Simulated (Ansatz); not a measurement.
# AlN: stress in a strained cell, part 2 of 2

AlN is deformed so: equal xx and yy strain of -1 %. What stress and forces result, by LAPW, PAW and all-electron datasets made for the crystal?

Ansatz 0.2.0; DFT PBEsol; a database cell (COD). «Crystal datasets» are all-electron PAW datasets made for this crystal. Earlier steps stand in the parts before.

## Step 5: All-electron PAW on datasets made for the crystal

input.yaml reads:

```yaml
crystal:
  lattice:
    - [3.0798921301, 0.0, 0.0]
    - [-1.539946065, 2.6672648256, 0.0]
    - [0.0, 0.0, 4.978]
  atoms:
    - { symbol: Al, position: [0.3333333333, 0.6666666667, 0.0] }
    - { symbol: Al, position: [0.6666666667, 0.3333333333, 0.5] }
    - { symbol: "N", position: [0.3333333333, 0.6666666667, 0.385] }
    - { symbol: "N", position: [0.6666666667, 0.3333333333, 0.885] }
kpoints:
  mp_grid: { grid: [10, 10, 6] }
scf:
  occupations: { method: fermi_dirac, width: 0.03 }
hamiltonian:
  xc: pbesol
  pseudopotentials: { kind: all_electron, datasets: crystal }
output:
  forces: true
  stress: true
  eigenvalues: true
  efg: { contact_densities: true }
```

Run with:

```console
> ansatz run input.yaml --threads 1 --pin off --max-ram 4096MiB --backend cpu --events-out ev --progress --plain --runs-dir out
```

The program printed:

```text
hamiltonian.pseudopotentials.datasets: crystal makes datasets for this crystal and solves the spheres of its atoms anew in each pass: cutoff 380.0 eV, the density's 1900.0 eV; for an error of 0.50 meV an atom under PBE, 2.0 meV for the cell; an energy difference from a run of another recipe may be off by several times the error for the cell, under r2SCAN by more, where some 0.1 meV an atom stays at smaller errors; N in spheres of 0.990 Å, 5 of its electrons in bands; Al in spheres of 0.873 Å, 3 of its electrons in bands, 8 on its site; only band paths and densities of states list, in semicore columns, the levels of the semicore shells that are solved separately: 2s of Al, 2p of Al
Engine: ansatz 0.2.0
Pseudopotentials: kind: all_electron
Pseudopotential: Al, paw, valence charge 11, recommended cutoff 380 eV (normal), Koelling and Harmon's equation, gaussian nucleus
Pseudopotential: N, paw, valence charge 5, recommended cutoff 380 eV (normal), Koelling and Harmon's equation, gaussian nucleus
Functional definition: PBEsol
  exchange = pbesol_x
  correlation = pbesol_c
Crystal: 4 atoms, lattice volume = 40.894 Å³
Basis set: ecut = 380 eV, 687 PW (Γ), exchange–correlation on 48×48×72 points (8 copies of the dense FFT grid, shifted against one another)
Bands: 12, of which v1, the nominal top of the filled ones, is band 8 counted from 1 (7 counted from 0)
Symmetry: 12 space group operations
Space group: P63mc (ITA 186), of the structure as read, at distance tolerance 3.4e-5 Å
k-points: 56 of 600 (time reversal used)
Non-local potential: Al, projectors of the file, l = 0: 1, l = 1: 1
Non-local potential: N, projectors of the file, l = 0: 1, l = 1: 2
PAW form: soft (Blöchl's): semilocal exchange-correlation on the pseudo side does not see the compensation charge
PAW one-centre angular grid: Al, 110 points (default); XC on its mesh's 1853 points in the sphere
PAW one-centre angular grid: N, 110 points (default); XC on its mesh's 1953 points in the sphere
Initial density: superposition of atomic densities (neutral atoms: chi_scale 0, normalization atom)
Initial wavefunctions: pseudopotential atomic-orbital guess
Functional: x = pbesol(κ = 0.804, μ = 0.12345679012345678), c = pbesol(β = 0.046)
iter 1 solved again at ethr=9.52e-2 eV; its pass at ethr=1.00e-1 eV (dr2=1.52e1 eV) is discarded
SCF iter   1: F=—  HF=-16168.426265 eV  |F-HF|=—  |Δ(HF+E_count)|=         —  Δρ=1.81e-1  dr2=1.52e1  ethr=9.52e-2  ⟨swp⟩=2.0  Hψ=4144  notcnv=0
preconditioner: auto → none  [insulator: Δε(μ)=5.830 eV  Ē_g=14.705 eV  σ=0.030 eV  W_gap=1.00  n_scr=2 (ndim 8)  ℏωp=23.2 eV  f_vac=0.000  D(μ)=0.00/eV (n_scr^D=0)  ε∞_Penn≈3.5]
SCF iter   2: F=—  HF=-16164.769930 eV  |F-HF|=—  |Δ(HF+E_count)|=    3.66e0  Δρ=8.69e-2  dr2=1.86e0  ethr=9.48e-2  ⟨swp⟩=3.4  Hψ=1951  notcnv=0
iter 3 solved again at ethr=6.85e-4 eV; its pass at ethr=1.16e-2 eV (dr2=1.10e-1 eV) is discarded
SCF iter   3: F=—  HF=-16164.237556 eV  |F-HF|=—  |Δ(HF+E_count)|=   5.32e-1  Δρ=2.23e-2  dr2=1.08e-1  ethr=6.85e-4  ⟨swp⟩=2.4  Hψ=3124  notcnv=0  defer=5
SCF iter   4: F=—  HF=-16164.242880 eV  |F-HF|=—  |Δ(HF+E_count)|=   5.32e-3  Δρ=3.05e-3  dr2=3.08e-3  ethr=6.77e-4  ⟨swp⟩=2.0  Hψ=1345  notcnv=0  defer=1
SCF iter   5: F=—  HF=-16164.243191 eV  |F-HF|=—  |Δ(HF+E_count)|=   3.10e-4  Δρ=6.66e-4  dr2=1.28e-4  ethr=1.92e-5  ⟨swp⟩=3.4  Hψ=2047  notcnv=0  defer=4
SCF iter   6: F=—  HF=-16164.243178 eV  |F-HF|=—  |Δ(HF+E_count)|=   1.25e-5  Δρ=1.57e-4  dr2=5.20e-6  ethr=7.99e-7  ⟨swp⟩=3.0  Hψ=1357  notcnv=0
SCF iter   7: F=—  HF=-16164.243188 eV  |F-HF|=—  |Δ(HF+E_count)|=   1.01e-5  Δρ=2.48e-5  dr2=1.41e-7  ethr=3.25e-8  ⟨swp⟩=3.0  Hψ=1572  notcnv=0
SCF iter   8: F=-16164.243188 eV  HF=-16164.243188 eV  |F-HF|=1.24e-8  |Δ(HF+E_count)|=   3.79e-8  Δρ=7.98e-6  dr2=1.53e-8  ethr=8.80e-10  ⟨swp⟩=2.8  Hψ=1243  notcnv=0
SCF 1 converged in 8 iterations: F = -16164.243185 eV  dr2 = 1.53e-8
  Residual-converged pass: ⟨swp⟩=3.3  Hψ=1559  notcnv=0  max |occ|·‖R‖ = 6.5e-6 eV (tolerance 6.7e-6 eV)  dr2=1.51e-8  dr2_onsite=8.03e-9  max |Δocc| = 0.0e0
SCF converged after 8 iterations
Free energy (F): -16164.243185 eV
Harris-Foulkes:  -16164.243185 eV  (|F-HF|=1.24e-8)
Internal energy: -16164.243185 eV  (E = F + TS)
E sigma→0 (E₀):  -16164.243185 eV
Past the cutoff: the bands carry plane waves up to 1.75 times it, of which those up to 1.5 times it add -0.000137 eV an atom, each by itself; the spheres take 0.000119 eV an atom off the energy for waves past 1.75 times it
By the cutoff:   a pressure is off by up to 0.007 GPa (1.2 times the spheres' own share and the shells' term, over an atom's volume, and 0.004 GPa: a bound that held against runs at twice the plane waves)
Past the cutoffs: a stress includes 0.0090 GPa for waves and charges beyond them, in addition to the slope of what the spheres take
In the spheres:  the bands' charges fall short by 6.3e-7 e at most (sound up to 1e-3), those of shells solved beside the bands by 3.4e-7 e (sound up to 5e-4)
Fermi energy:    11.017159 eV
--- Per-component energies (eV) ---
  The terms above E_closure are by the made datasets' own strengths, without shells solved beside the bands.
--- Forces (eV/Å), atoms counted from 1 ---
  atom   1  Al     0.00000000    -0.00000000     0.29872719
  atom   2  Al    -0.00000000     0.00000000     0.29872719
  atom   3  N      0.00000000    -0.00000000    -0.29874843
  atom   4  N     -0.00000000     0.00000000    -0.29874843
  max |Σ_I F_I| component: 4.25e-5 eV/Å
--- Stress (GPa, compression-positive) ---
        7.035691      -0.000000      -0.000000
       -0.000000       7.035691       0.000000
       -0.000000       0.000000       0.489208
  P = ⅓ Tr σ = 4.8535 GPa (48.535 kbar)
  It holds what live shells' own plane waves past their cutoff add
--- PAW observables at the nuclei: V_zz in 10²¹ V/m², potentials from the cell's mean, atoms counted from 1 ---
  atom   1  Al V_zz =    +1.056999   η = 0.0000   by run symmetry: allowed
            electrostatic potential = -1230.151122 V   contact ρ = 10046.137394 e/Å³
  atom   2  Al V_zz =    +1.056999   η = 0.0000   by run symmetry: allowed
            electrostatic potential = -1230.151122 V   contact ρ = 10046.137394 e/Å³
  atom   3  N  V_zz =    +0.249852   η = 0.0000   by run symmetry: allowed
            electrostatic potential = -515.829537 V   contact ρ = 1402.787876 e/Å³
  atom   4  N  V_zz =    +0.249852   η = 0.0000   by run symmetry: allowed
            electrostatic potential = -515.829537 V   contact ρ = 1402.787876 e/Å³
--- Band table (eV; the first three rows and the last of 56) ---
  k-point 0: bands = ["-6.4548", "-4.2461", "2.6821", "7.9772", "7.9772", "8.6114", "8.6114", "8.8645", "13.1498", "15.6941"]
  k-point 1: bands = ["-6.3463", "-4.4621", "3.0665", "8.0174", "8.0174", "8.2419", "8.5666", "8.5666", "13.6572", "15.7577"]
  k-point 2: bands = ["-6.0314", "-4.9728", "4.0716", "6.9116", "8.1290", "8.1290", "8.4460", "8.4460", "14.6340", "15.8084"]
  k-point 55: bands = ["-3.8090", "-3.8090", "3.8287", "3.8287", "5.0601", "5.0601", "8.0026", "8.0026", "15.8359", "15.8359"]
```

Run time: 15 s. Hardware: 1 thread of Arm Neoverse V1, shared host; peak memory 0.57 GiB.

Result: pressure 4.85 GPa; gap on the k mesh 4.29 eV; largest force 0.299 eV/Å; Vzz Al1 1.06 (η = 0.00), N3 0.25 (η = 0.00) (10²¹ V/m²).

## Step 6: Side by side

Stress (GPa, compression positive):

| method | xx | yy | zz | yz | xz | xy |
| --- | --- | --- | --- | --- | --- | --- |
| LAPW | 7.04 | 7.04 | 0.49 | 0.00 | 0.00 | 0.00 |
| PAW | 7.20 | 7.20 | 0.62 | 0.00 | 0.00 | 0.00 |
| crystal datasets | 7.04 | 7.04 | 0.49 | 0.00 | 0.00 | 0.00 |

Forces (eV/Å):

| atom | LAPW x | LAPW y | LAPW z | PAW x | PAW y | PAW z | crystal datasets x | crystal datasets y | crystal datasets z |
| --- | --- | --- | --- | --- | --- | --- | --- | --- | --- |
| Al1 | 0.000 | 0.000 | 0.299 | 0.000 | 0.000 | 0.298 | 0.000 | 0.000 | 0.299 |
| Al2 | 0.000 | 0.000 | 0.299 | 0.000 | 0.000 | 0.298 | 0.000 | 0.000 | 0.299 |
| N3 | 0.000 | 0.000 | -0.299 | 0.000 | 0.000 | -0.298 | 0.000 | 0.000 | -0.299 |
| N4 | 0.000 | 0.000 | -0.299 | 0.000 | 0.000 | -0.298 | 0.000 | 0.000 | -0.299 |

```
          method  pressure (GPa)  gap on the k mesh (eV)  largest force (eV/Å)  Vzz Al1 (10²¹ V/m²)  Vzz N3 (10²¹ V/m²)  SCF cycles, by the record's count
            LAPW            4.86                    4.29                 0.299                    –                   –                                  7
             PAW            5.01                    4.27                 0.298                 1.07                0.25                                  6
crystal datasets            4.85                    4.29                 0.299                 1.06                0.25                                  8
```

## Step 7: Summary of results

The summary covers parts 1 to 2.

| quantity | value |
| --- | --- |
| pressure | LAPW 4.86, PAW 5.01, crystal datasets 4.85 GPa |
| largest shear or deviatoric stress (LAPW) | 4.36 GPa |

**Reading.** The largest part of the stress beyond the pressure is 4.36 GPa in size, in the zz component; the atoms are carried along and not relaxed. No run of the undeformed cell stands beside it, so pressure and stress hold what the given cell had before the change, as far as its symmetry allows. PAW: stress within 0.17 GPa of LAPW, forces within 1 meV/Å. Crystal datasets: stress within 0.01 GPa of LAPW, forces within 1 meV/Å.
